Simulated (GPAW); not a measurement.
Runs of GPAW 26.7.0 on CoO. The structure is tetragonal, space group I4/mmm (No. 139). Conventional cell: a = 3.016 Å, b = 3.016 Å, c = 4.215 Å, α = 90.00°, β = 90.00°, γ = 90.00°. Co (site symmetry 4/mmm) has 6 O at 2.11 to 2.13 Å as nearest neighbours. O (site symmetry 4/mmm) is surrounded by 6 Co at 2.11 to 2.13 Å. 

```csv
U,gap on the mesh (eV),pressure (GPa),moment (μB)
Co d U = 6 eV,none,5.0,3.00
Co d U = 1 eV,none,(b),3.00
Co d U = 8 eV,none,6.0,3.00
Co d U = 3 eV,none,(a),3.00
Co d U = 4 eV,none,4.0,3.00
```

Alike in all rows: task single point; level PBE+U; potentials or basis GPAW PAW data sets (gpaw-data 1.2.1), pw; spin collinear, ferromagnetic start; cell as given; k mesh 12 × 12 × 12; cutoff (eV) 800; smearing fermi-dirac 0.05 eV.

Fill in the values left out.

(a) 3.5; (b) 2.4.

Caveats: a cell with one magnetic atom can't hold antiferromagnetic order, which such compounds often take.

A gap of «none» marks a metal or a gap under the smearing width.
